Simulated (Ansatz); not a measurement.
**Convergence study of Ti**

Wanted: the cost and the effect of other mixers, smearings and limits on one cell of Ti. Ti is taken in the deposited crystal structure (space group P6_3/mmc), 2 atoms in the cell. Source: COD entry 9008517.

Method: DFT r2SCAN, PAW, plane waves, scalar-relativistic, in Ansatz 0.2.0.

1 further run of the same task is left out (for a known fault of the program).

## Step 1: The system as given

It takes space group P6_3/mmc (No. 194, hexagonal). The conventional cell has a = 2.950 Å, b = 2.950 Å, c = 4.686 Å, α = 90.00°, β = 90.00°, γ = 120.00°. Ti (site symmetry -6m2) is surrounded by 12 Ti at 2.90 to 2.95 Å.

Coordinates:

```xyz
2
Lattice="2.9500 0.0000 0.0000 -1.4750 2.5548 0.0000 0.0000 0.0000 4.6860" Properties=species:S:1:pos:R:3 pbc="T T T"
Ti    0.0000    1.7032    1.1715
Ti    1.4750    0.8516    3.5145
```

In tables a label like Ti2 counts atoms in the order of input.yaml; a structure file may count by element.

After the default run come: cutoff 700 eV; fixed occupations; direct minimisation; Broyden, β 0.3, preconditioner Resta; linear mixing, β 0.7, Kerker; Anderson, β 0.8, history 4, no preconditioner; Anderson, β 1.0, history 12, no preconditioner; Fermi–Dirac width 0.01 eV, no switch to direct minimisation.

The search for lower states is off throughout, and inputs that name a mixer don't switch to direct minimisation unless they say so. Spin polarisation is off.

## Step 2: Default SCF settings

input.yaml

```yaml
crystal:
  lattice:
    - [2.94999786, 0.0, 0.0]
    - [-1.47499893, 2.55477309, 0.0]
    - [0.0, 0.0, 4.686]
  atoms:
    - { symbol: Ti, position: [0.33333333, 0.66666667, 0.25] }
    - { symbol: Ti, position: [0.66666667, 0.33333333, 0.75] }
hamiltonian:
  xc: r2scan
  pseudopotentials: { kind: paw }
basis:
  ecutwfc: 500
kpoints:
  mp_grid: { grid: [11, 11, 6] }
scf:
  occupations: { method: fermi_dirac, width: 0.1 }
  lower_state_search: "off"
output:
  forces: true
  stress: true
  write_density: true
  write_potential: true
  elf: true
  volumetric_format: npy
```

On the command line:

```
$ ansatz run input.yaml --threads 2 --pin off --max-ram 5120MiB --backend cpu --events-out ev --progress --plain --runs-dir out
```

The program printed:

```text
Engine: ansatz 0.2.0, aarch64-unknown-linux-gnu
Pseudopotentials: kind: paw
Pseudopotential: Ti, paw, valence charge 12, recommended cutoff 500 eV (meta_gga), Ti.paw.azcp
Functional definition: r2SCAN
  parameter k0 = 0.174
  parameter k1 = 0.065
  parameter a1 = 4.9479
  exchange = r2scan_x(k0 = k0, k1 = k1, a1 = a1)
  correlation = r2scan_c
Crystal: 2 atoms, lattice volume = 35.316 Å³
Basis set: ecut = 500 eV, 929 PW (Γ), exchange–correlation on 96×96×144 points (64 copies of the dense FFT grid, shifted against one another)
Bands: 16, of which v1, the nominal top of the filled ones, is band 12 counted from 1 (11 counted from 0)
Symmetry: 24 space group operations
Space group: P63/mmc (ITA 194), of the structure as read, at distance tolerance 3.3e-5 Å
k-points: 64 of 726
Non-local potential: Ti, projectors of the file, l = 0: 3, l = 1: 2, l = 2: 3, l = 3: 1
PAW form: soft (Blöchl's): semilocal exchange-correlation on the pseudo side does not see the compensation charge
PAW frozen core: Ti, regenerated for the run's functional (the file was generated under x = pbe(κ = 0.804, μ = 0.2195149727645171), c = pbe(β = 0.06672455060314922))
PAW one-centre angular grid: Ti, 590 points (default); XC on 160 Gauss nodes
Initial density: superposition of atomic densities (neutral atoms: chi_scale 0, normalization atom), corrected by the library's trained network
Initial wavefunctions: pseudopotential atomic-orbital guess
Functional: x = r2scan, c = r2scan; τ floored in thin density (d = 2e-4 eV/Å³)
SCF iter   1: F=-5008.714883 eV  HF=-5008.725849 eV  |F-HF|=1.10e-2  |Δ(HF+E_count)|=         —  Δρ=1.64e-2  dr2=8.58e-2  dr2_τ=1.47e-2  ethr=1.77e-3  ⟨swp⟩=3.5  Hψ=4478  notcnv=0
preconditioner: auto → none  [metal: Δε(μ)=0.033 eV  Ē_g=3.112 eV  σ=0.100 eV  W_gap=0.08  n_scr=8 (ndim 8)  ℏωp=17.7 eV  f_vac=0.000  D(μ)=1.92/eV (n_scr^D=22)  sad-step TF]
SCF iter   2: F=-5008.761537 eV  HF=-5008.764090 eV  |F-HF|=2.55e-3  |Δ(HF+E_count)|=   3.82e-2  Δρ=5.62e-3  dr2=9.84e-3  dr2_τ=8.21e-4  ethr=3.58e-4  ⟨swp⟩=2.8  Hψ=2669  notcnv=0
SCF iter   3: F=-5008.764925 eV  HF=-5008.764388 eV  |F-HF|=5.37e-4  |Δ(HF+E_count)|=   2.98e-4  Δρ=1.56e-3  dr2=3.64e-4  dr2_τ=1.02e-4  ethr=4.10e-5  ⟨swp⟩=3.0  Hψ=2186  notcnv=0
SCF iter   4: F=-5008.764993 eV  HF=-5008.764965 eV  |F-HF|=2.85e-5  |Δ(HF+E_count)|=   5.77e-4  Δρ=3.52e-4  dr2=1.76e-5  dr2_τ=2.27e-6  ethr=1.52e-6  ⟨swp⟩=2.0  Hψ=1916  notcnv=0
SCF iter   5: F=-5008.764992 eV  HF=-5008.764992 eV  |F-HF|=2.44e-8  |Δ(HF+E_count)|=   2.71e-5  Δρ=2.31e-5  dr2=1.07e-7  dr2_τ=1.08e-8  ethr=7.34e-8  ⟨swp⟩=2.0  Hψ=1675  notcnv=0
SCF iter   6: F=-5008.764992 eV  HF=-5008.764992 eV  |F-HF|=6.43e-10  |Δ(HF+E_count)|=   3.43e-8  Δρ=4.74e-6  dr2=4.50e-9  dr2_τ=3.67e-10  ethr=4.17e-10  ⟨swp⟩=7.0  Hψ=6056  notcnv=0
SCF 1 converged in 6 iterations: F = -5008.764992 eV  dr2 = 4.50e-9
SCF converged after 6 iterations
Free energy (F): -5008.764992 eV
Harris-Foulkes:  -5008.764992 eV  (|F-HF|=6.43e-10)
Internal energy: -5008.697479 eV  (E = F + TS)
E sigma→0 (E₀):  -5008.731236 eV
Entropy (-TS):   -0.067513 eV (-33.756 meV/atom)
Fermi energy:    13.134820 eV
--- Per-component energies (eV) ---
  E_band       = -348.049586
  E_kinetic    = 543.788255
  E_local      = -1636.888224  (includes V_loc(G=0)·N_el)
  E_nonlocal   = 14.431581
  E_hartree    = 668.546949
  E_xc         = -185.360304
  E_vxc        = -264.915138  (∫ρ·V_xc dr)
  E_paw        = -2113.187722  (= ΣΔE_a)
  E_vpaw       = -359.784119  (= ΣTr[D̂ρ^β])
  E_aug_tail   = 0.000170  (compensation charges beyond the density's cutoff)
  E_vtau       = 18.221324  (kinetic-family band-sum trace: ∫τ·v_τ [+ j·A + Jᵃ·Aᵃ] dr)
  E_ewald      = -2299.521270
  E_core_change = -0.506914  (= ΣΔE_core)
  E_smearing   = -0.067513  (= −TS)
  E_closure    = 0.000000  (closes the sum)
  Σ components = -5008.764992   (vs F -5008.764992, Δ=0.00e0)
--- Forces (eV/Å), atoms counted from 1 ---
  atom   1  Ti    -0.00000000     0.00000000     0.00000000
  atom   2  Ti     0.00000000    -0.00000000     0.00000000
  max |Σ_I F_I| component: 1.85e-17 eV/Å
--- Stress (GPa, compression-positive) ---
       -1.933371      -0.000000       0.000000
       -0.000000      -1.933371       0.000000
        0.000000       0.000000      -2.520415
  P = ⅓ Tr σ = -2.1291 GPa (-21.291 kbar)
--- Band table (eV; the first three rows and the last of 64) ---
  k-point 0: bands = ["-46.1314", "-45.9992", "-21.6518", "-21.0285", "-21.0285", "-20.9586", "-20.9325", "-20.9325", "6.5465", "10.3337", "13.6488", "14.0108", "14.0108", "14.0950", "14.5216", "14.5216"]
  k-point 1: bands = ["-46.1227", "-46.0081", "-21.6071", "-21.0221", "-21.0221", "-21.0068", "-20.9389", "-20.9389", "6.7864", "10.1659", "13.3420", "13.9251", "13.9251", "13.9587", "14.4011", "14.4011"]
  k-point 2: bands = ["-46.0986", "-46.0325", "-21.4837", "-21.1373", "-21.0046", "-21.0046", "-20.9566", "-20.9566", "7.4693", "9.5126", "13.0418", "13.6076", "13.8542", "13.8542", "14.1477", "14.1477"]
  k-point 63: bands = ["-45.9865", "-45.9865", "-21.4843", "-21.4843", "-21.2806", "-21.2806", "-21.0564", "-21.0564", "11.5676", "11.5676", "12.3664", "12.3664", "12.7896", "12.7896", "14.9759", "14.9759"]
```

Wall time 3.4 s (2 threads of Arm Neoverse V1, shared host); peak memory 0.41 GiB.

The reference: 6 iterations with the default settings (MSR1 mixing, preconditioner none); with no gap on the k-mesh.

Density in a lattice plane of the grid's cell (edges 2.95 and 4.69 Å, at 0.333 of the third edge), which holds Ti.

Ten even steps from ' ' (0.18 e/Å³) to '@' (10.02 e/Å³):
```
                                
                  ....::..      
                ::==++++==::..  
              ..==##%%%%##++::  
              ::++%%@@@@@@**--  
              ..==##%%%%##++::  
                ::==++++==::..  
                  ....::..      
                                
                                
                                
                                
                                
                                
                                
                                
                                
                                
                                
                                
```
Columns run along the first of these edges and rows up along the second, over one cell in 16 and 20 even steps from the bottom left corner. Atoms in the plane (fractional): Ti at (0.67, 0.75).

ELF in the same plane.

Ten even steps from '0' (0.03) to '9' (0.74):
```
3566532112232111
1356421135776421
1244311478777752
1133213676324774
1123114773002685
1133213676324774
1244311478777752
1356421135776421
3566532112232111
4555543322222233
3222233456666554
1111112468998752
1111111368999741
1233211258998631
1234321258998631
1233211258998631
1111111368999741
1111112468998752
3222233456666554
4555543322222233
```
Columns run along the first of these edges and rows up along the second, over one cell in 16 and 20 even steps from the bottom left corner. Atoms in the plane (fractional): Ti at (0.67, 0.75).

Both are smooth fields of the valence electrons: close to the nuclei they are not physical.

Maxima of ELF outside the ion cores: 0.79 between the atoms, 2.1 Å from Ti.

## Step 3: Cutoff 700 eV

input.yaml, as its differences from that of step 2:

```diff
@@ -12,3 +12,3 @@
 basis:
-  ecutwfc: 500
+  ecutwfc: 700
 kpoints:
@@ -21,5 +21 @@
   stress: true
-  write_density: true
-  write_potential: true
-  elf: true
-  volumetric_format: npy
```

On the command line:

```
$ ansatz run input.yaml --threads 2 --pin off --max-ram 5120MiB --backend cpu --events-out ev --progress --plain --runs-dir out
```

The program printed:

```text
[... 10 lines as in an earlier run ...]
Basis set: ecut = 700 eV, 1461 PW (Γ), exchange–correlation on 108×108×180 points (64 copies of the dense FFT grid, shifted against one another)
[... 11 lines as in an earlier run ...]
SCF iter   1: F=-5008.720448 eV  HF=-5008.731686 eV  |F-HF|=1.12e-2  |Δ(HF+E_count)|=         —  Δρ=1.65e-2  dr2=8.58e-2  dr2_τ=1.33e-2  ethr=1.77e-3  ⟨swp⟩=3.5  Hψ=4476  notcnv=0
preconditioner: auto → none  [metal: Δε(μ)=0.033 eV  Ē_g=3.112 eV  σ=0.100 eV  W_gap=0.08  n_scr=8 (ndim 8)  ℏωp=17.7 eV  f_vac=0.000  D(μ)=1.92/eV (n_scr^D=22)  sad-step TF]
SCF iter   2: F=-5008.767306 eV  HF=-5008.769873 eV  |F-HF|=2.57e-3  |Δ(HF+E_count)|=   3.82e-2  Δρ=5.69e-3  dr2=9.80e-3  dr2_τ=8.27e-4  ethr=3.57e-4  ⟨swp⟩=2.7  Hψ=2660  notcnv=0
SCF iter   3: F=-5008.770691 eV  HF=-5008.770151 eV  |F-HF|=5.40e-4  |Δ(HF+E_count)|=   2.79e-4  Δρ=1.60e-3  dr2=3.72e-4  dr2_τ=1.07e-4  ethr=4.08e-5  ⟨swp⟩=3.0  Hψ=2212  notcnv=0
SCF iter   4: F=-5008.770759 eV  HF=-5008.770731 eV  |F-HF|=2.82e-5  |Δ(HF+E_count)|=   5.80e-4  Δρ=3.56e-4  dr2=1.80e-5  dr2_τ=2.36e-6  ethr=1.55e-6  ⟨swp⟩=2.0  Hψ=1908  notcnv=0
SCF iter   5: F=-5008.770761 eV  HF=-5008.770761 eV  |F-HF|=8.55e-10  |Δ(HF+E_count)|=   2.99e-5  Δρ=2.20e-5  dr2=8.96e-8  dr2_τ=1.38e-8  ethr=7.51e-8  ⟨swp⟩=2.0  Hψ=1669  notcnv=0
SCF iter   6: F=-5008.770761 eV  HF=-5008.770761 eV  |F-HF|=8.30e-10  |Δ(HF+E_count)|=   4.79e-8  Δρ=4.77e-6  dr2=4.48e-9  dr2_τ=4.06e-10  ethr=3.73e-10  ⟨swp⟩=2.0  Hψ=3829  notcnv=0
SCF 1 converged in 6 iterations: F = -5008.770761 eV  dr2 = 4.48e-9
SCF converged after 6 iterations
Free energy (F): -5008.770761 eV
Harris-Foulkes:  -5008.770761 eV  (|F-HF|=8.30e-10)
Internal energy: -5008.703234 eV  (E = F + TS)
E sigma→0 (E₀):  -5008.736998 eV
Entropy (-TS):   -0.067527 eV (-33.763 meV/atom)
Fermi energy:    13.135016 eV
--- Per-component energies (eV) ---
  E_band       = -348.052717
  E_kinetic    = 543.771800
  E_local      = -1636.921127  (includes V_loc(G=0)·N_el)
  E_nonlocal   = 14.489938
  E_hartree    = 668.571164
  E_xc         = -185.364820
  E_vxc        = -264.928797  (∫ρ·V_xc dr)
  E_paw        = -2113.221994  (= ΣΔE_a)
  E_vpaw       = -359.841378  (= ΣTr[D̂ρ^β])
  E_aug_tail   = -0.000010  (compensation charges beyond the density's cutoff)
  E_vtau       = 18.231818  (kinetic-family band-sum trace: ∫τ·v_τ [+ j·A + Jᵃ·Aᵃ] dr)
  E_ewald      = -2299.521270
  E_core_change = -0.506914  (= ΣΔE_core)
  E_smearing   = -0.067527  (= −TS)
  E_closure    = -0.000000  (closes the sum)
  Σ components = -5008.770761   (vs F -5008.770761, Δ=0.00e0)
--- Forces (eV/Å), atoms counted from 1 ---
  atom   1  Ti     0.00000000     0.00000000     0.00000000
  atom   2  Ti     0.00000000    -0.00000000     0.00000000
  max |Σ_I F_I| component: 1.11e-16 eV/Å
--- Stress (GPa, compression-positive) ---
       -1.925780       0.000000       0.000000
       -0.000000      -1.925780       0.000000
        0.000000       0.000000      -2.509463
  P = ⅓ Tr σ = -2.1203 GPa (-21.203 kbar)
```

It took 4.8 s on 2 threads of Arm Neoverse V1, shared host; peak memory 0.5 GiB.

6 iterations, as in the default run; free energy shifted by -2.9 meV/atom.

## Step 4: Fixed occupations

input.yaml, as its differences from that of step 3:

```diff
@@ -12,3 +12,3 @@
 basis:
-  ecutwfc: 700
+  ecutwfc: 500
 kpoints:
@@ -16,4 +16,5 @@
 scf:
-  occupations: { method: fermi_dirac, width: 0.1 }
+  occupations: { method: fixed }
   lower_state_search: "off"
+  max_iter: 80
 output:
```

On the command line:

```
$ ansatz run input.yaml --threads 2 --pin off --max-ram 5120MiB --backend cpu --events-out ev --progress --plain --runs-dir out
```

The program printed:

```text
[... 22 lines as in an earlier run ...]
SCF iter   1: F=-5008.591317 eV  HF=-5008.588481 eV  |F-HF|=2.84e-3  |Δ(HF+E_count)|=         —  Δρ=1.58e-2  dr2=7.10e-2  dr2_τ=1.53e-2  ethr=1.77e-3  ⟨swp⟩=3.2  Hψ=4621  notcnv=0  defer=115
preconditioner: auto → none  [insulator: Δε(μ)=0.000 eV  Ē_g=2.903 eV  n_scr=8 (ndim 8)  ℏωp=17.7 eV  f_vac=0.000  ε∞_Penn≈38.1]
SCF iter   2: F=-5008.630905 eV  HF=-5008.631965 eV  |F-HF|=1.06e-3  |Δ(HF+E_count)|=   4.35e-2  Δρ=5.49e-3  dr2=5.39e-3  dr2_τ=1.54e-3  ethr=2.96e-4  ⟨swp⟩=2.0  Hψ=2565  notcnv=0  defer=56
SCF iter   3: F=-5008.632962 eV  HF=-5008.631923 eV  |F-HF|=1.04e-3  |Δ(HF+E_count)|=   4.22e-5  Δρ=2.65e-3  dr2=7.18e-4  dr2_τ=1.62e-4  ethr=2.24e-5  ⟨swp⟩=3.0  Hψ=2175  notcnv=0  defer=124
SCF iter   4: F=-5008.633089 eV  HF=-5008.633081 eV  |F-HF|=8.56e-6  |Δ(HF+E_count)|=   1.16e-3  Δρ=2.70e-4  dr2=7.70e-6  dr2_τ=3.40e-6  ethr=2.99e-6  ⟨swp⟩=2.7  Hψ=2130  notcnv=0  defer=125
SCF iter   5: F=-5008.633087 eV  HF=-5008.633087 eV  |F-HF|=1.54e-7  |Δ(HF+E_count)|=   6.52e-6  Δρ=2.75e-5  dr2=1.34e-7  dr2_τ=9.92e-9  ethr=3.21e-8  ⟨swp⟩=2.3  Hψ=1685  notcnv=0  defer=1
SCF iter   6: F=-5008.633087 eV  HF=-5008.633087 eV  |F-HF|=4.89e-9  |Δ(HF+E_count)|=   1.88e-7  Δρ=5.77e-6  dr2=5.02e-9  dr2_τ=4.79e-10  ethr=4.17e-10  ⟨swp⟩=5.7  Hψ=4158  notcnv=0
WARN: a fill by count may have filled part of one level: at k-index 1 the highest filled band, 13.947741 eV, and the lowest empty band, 13.947741 eV, stand 1.776e-15 eV apart, within the solve's uncertainty, 3.162e-4 eV. If they are one level, whatever splits it, however little, can move the result. A smearing (`scf.occupations.method` with a `width`) well over the split that the run's distortions make, where the deck can take one, can fill the level evenly. On an open shell (a free atom, a radical) an even fill, a smearing's or one that the run's symmetry operations hold, can lie tenths of an eV above a state that splits the level, and an energy difference taken against it is then off by as much. To look for that state on an open shell, re-run with `crystal.symmetry.detect: false`, without `crystal.symmetry.time_reversal: true` (on a non-collinear deck from a starting moment too), where the deck allows it, and compare the energies; that run can end on one of several states, or fail to converge. If the gap is true, a tighter SCF threshold (`scf.convergence.dr2_threshold`, or `saddle.dr2_threshold`, `phonons.dr2_threshold` by `fd` or `hamiltonian.hubbard.lr.dr2_threshold` where that key governs the SCF) lowers that uncertainty; where it stays it is the eigensolver's: a larger `scf.n_extra_bands` or, on support functions, `scf.eigensolver.kind: davidson` lowers it. See `scf.occupations.method`, Limitations, in the input reference
SCF 1 converged in 6 iterations: F = -5008.633087 eV  dr2 = 5.02e-9
SCF converged after 6 iterations
Free energy (F): -5008.633087 eV
Harris-Foulkes:  -5008.633087 eV  (|F-HF|=4.89e-9)
Internal energy: -5008.633087 eV  (E = F + TS)
E sigma→0 (E₀):  -5008.633087 eV
Fermi energy:    14.032884 eV
--- Per-component energies (eV) ---
  E_band       = -347.399286
  E_kinetic    = 544.013453
  E_local      = -1637.884269  (includes V_loc(G=0)·N_el)
  E_nonlocal   = 14.702900
  E_hartree    = 669.241848
  E_xc         = -185.336410
  E_vxc        = -264.913393  (∫ρ·V_xc dr)
  E_paw        = -2113.342595  (= ΣΔE_a)
  E_vpaw       = -360.042493  (= ΣTr[D̂ρ^β])
  E_aug_tail   = 0.000170  (compensation charges beyond the density's cutoff)
  E_vtau       = 18.242918  (kinetic-family band-sum trace: ∫τ·v_τ [+ j·A + Jᵃ·Aᵃ] dr)
  E_ewald      = -2299.521270
  E_core_change = -0.506914  (= ΣΔE_core)
  E_smearing   = -0.000000  (= −TS)
  E_closure    = -0.000000  (closes the sum)
  Σ components = -5008.633087   (vs F -5008.633087, Δ=0.00e0)
--- Forces (eV/Å), atoms counted from 1 ---
  atom   1  Ti     0.00000000     0.00000000     0.00000000
  atom   2  Ti     0.00000000    -0.00000000     0.00000000
  max |Σ_I F_I| component: 3.70e-17 eV/Å
--- Stress (GPa, compression-positive) ---
       -2.473928       0.000000       0.000000
       -0.000000      -2.473928       0.000000
        0.000000       0.000000      -1.878022
  P = ⅓ Tr σ = -2.2753 GPa (-22.753 kbar)
--- Band table (eV; the first three rows and the last of 64) ---
  k-point 0: bands = ["-46.0974", "-45.9649", "-21.6334", "-20.9907", "-20.9907", "-20.9393", "-20.8946", "-20.8946", "6.5493", "10.3300", "13.6487", "14.0329", "14.0329", "14.0931", "14.5467", "14.5467"]
  k-point 1: bands = ["-46.0886", "-45.9738", "-21.5886", "-20.9876", "-20.9842", "-20.9842", "-20.9010", "-20.9010", "6.7893", "10.1640", "13.3403", "13.9477", "13.9477", "13.9563", "14.4259", "14.4259"]
  k-point 2: bands = ["-46.0645", "-45.9983", "-21.4651", "-21.1183", "-20.9667", "-20.9667", "-20.9187", "-20.9187", "7.4724", "9.5142", "13.0372", "13.6037", "13.8773", "13.8773", "14.1719", "14.1719"]
  k-point 63: bands = ["-45.9522", "-45.9522", "-21.4551", "-21.4551", "-21.2444", "-21.2444", "-21.0293", "-21.0293", "11.5830", "11.5830", "12.3792", "12.3792", "12.8020", "12.8020", "15.0048", "15.0048"]
```

Wall time 3 s (2 threads of Arm Neoverse V1, shared host); peak memory 0.41 GiB.

6 iterations, as in the default run; free energy shifted by +66.0 meV/atom, zero-width estimate shifted by +49.1 meV/atom, but the bands overlap, so whole fillings don't suit this cell, pressure -2.3 GPa against -2.1.

## Step 5: Direct minimisation

input.yaml, as its differences from that of step 4:

```diff
@@ -16,5 +16,6 @@
 scf:
-  occupations: { method: fixed }
+  occupations: { method: fermi_dirac, width: 0.1 }
   lower_state_search: "off"
-  max_iter: 80
+  algorithm: direct_min
+  max_iter: 150
 output:
```

On the command line:

```
$ ansatz run input.yaml --threads 2 --pin off --max-ram 5120MiB --backend cpu --events-out ev --progress --plain --runs-dir out
```

The program printed:

```text
[... 22 lines as in an earlier run ...]
SCF iter   1: F=-5008.714798 eV  HF=-5008.725425 eV  |F-HF|=1.06e-2  |Δ(HF+E_count)|=         —  Δρ=1.64e-2  dr2=8.55e-2  dr2_τ=1.47e-2  ethr=1.77e-3  ⟨swp⟩=5.1  Hψ=4275  notcnv=0
preconditioner: auto → none  [metal: Δε(μ)=0.033 eV  Ē_g=3.112 eV  σ=0.100 eV  W_gap=0.08  n_scr=8 (ndim 8)  ℏωp=17.7 eV  f_vac=0.000  D(μ)=1.92/eV (n_scr^D=22)]
SCF iter   2: F=-5008.707178 eV  HF=-5008.801907 eV  |F-HF|=9.47e-2  |Δ(HF+E_count)|=   7.65e-2  Δρ=1.82e-2  dr2=1.01e-1  dr2_τ=5.64e-3  ethr=3.56e-4  ⟨swp⟩=5.6  Hψ=9375  notcnv=0
automatic band count: the SCF goes on with 20 bands, as 16 were too few: the levels above may hold too much charge
SCF iter   3: F=-5008.733866 eV  HF=-5008.785703 eV  |F-HF|=5.18e-2  |Δ(HF+E_count)|=   1.62e-2  Δρ=1.36e-2  dr2=5.29e-2  dr2_τ=3.96e-3  ethr=3.56e-4  ⟨swp⟩=4.1  Hψ=4219  notcnv=0
iter 4 solved again at ethr=7.54e-9 eV; its pass at ethr=2.20e-4 eV (dr2=1.81e-6 eV) is discarded
SCF iter   4: F=-5008.764992 eV  HF=-5008.764992 eV  |F-HF|=1.85e-7  |Δ(HF+E_count)|=   2.07e-2  Δρ=9.76e-5  dr2=2.01e-6  dr2_τ=2.86e-7  ethr=7.54e-9  ⟨swp⟩=4.1  Hψ=5909  notcnv=0
SCF iter   5: F=-5008.764992 eV  HF=-5008.764992 eV  |F-HF|=1.91e-9  |Δ(HF+E_count)|=   2.37e-7  Δρ=4.70e-6  dr2=4.03e-9  dr2_τ=1.13e-9  ethr=7.54e-9  ⟨swp⟩=2.2  Hψ=2187  notcnv=0
SCF 1 converged in 5 iterations: F = -5008.764992 eV  dr2 = 4.03e-9
  Residual-converged pass: ⟨swp⟩=3.9  Hψ=3019  notcnv=0  max |occ|·‖R‖ = 6.6e-6 eV (tolerance 6.7e-6 eV)  dr2=6.56e-9  dr2_τ=1.68e-9  dr2_onsite=1.16e-9  max |Δocc| = 6.1e-9
SCF converged after 5 iterations
Stability not checked: this state was not tested for a lower state beside it, because a direct minimisation reached the state, and no test of it is asked (direct_minimisation; see scf.lower_state_search)
Free energy (F): -5008.764992 eV
Harris-Foulkes:  -5008.764992 eV  (|F-HF|=1.91e-9)
Internal energy: -5008.697477 eV  (E = F + TS)
E sigma→0 (E₀):  -5008.731235 eV
Entropy (-TS):   -0.067515 eV (-33.758 meV/atom)
Fermi energy:    13.134782 eV
[... 31 lines left out: energy terms, forces, stress, bands ...]
```

Run time: 8.7 s. Hardware: 2 threads of Arm Neoverse V1, shared host; peak memory 0.47 GiB.

It takes 5 iterations (default 6). Against the default run: the same free energy.

[end of part 1 of 2]
